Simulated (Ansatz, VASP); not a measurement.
# BN: VASP beside Ansatz

```
B N
1.0
     2.56671    0.00000    0.00000
    -1.28335    2.22284    0.00000
     0.00000    0.00000    4.22685
B N
2 2
Cartesian
  1.2834 0.7409 4.2257
  0.0000 1.4819 2.1123
  1.2834 0.7409 2.6430
  0.0000 1.4819 0.5295
```

Change from the starting cell: strain +0.0050 x Voigt [1, 1, 0, 0, 0, 0], atoms carried along.

Alike in both runs: task single point; functional r2SCAN; k mesh 12 × 12 × 6; occupations gaussian, width 0.05 eV; no spin polarisation.

|  | VASP | Ansatz |
| --- | --- | --- |
| version | VASP 6.6.1 | Ansatz 0.2.0 |
| potentials or method | VASP PAW PBE potentials, release 64 (B, N) | scalar-relativistic, plane waves, PAW |
| plane-wave cutoff (eV) | 520 | 500 |
| valence electrons in the cell | 16 | 16 |

```csv
,VASP,Ansatz,Ansatz less VASP
gap on the k mesh at the Fermi level (eV),5.75,5.78,+0.032
least direct gap on the mesh (eV),8.84,8.86,+0.019
pressure (GPa),-7.4,-8.4,-1.03
largest component of the traceless stress (GPa),2.71,2.69,-0.017
rms of the force components (eV/Å),0.014,0.015,+0.0010
```

Atom by atom the forces differ by 0.001 eV/Å (rms over components). The functional is the same, so the differences come from potentials, cutoffs and numerics.

Caveats: the PAW data sets were made with another functional, which shifts forces and pressure a little (VASP). A k mesh can miss the band edges.
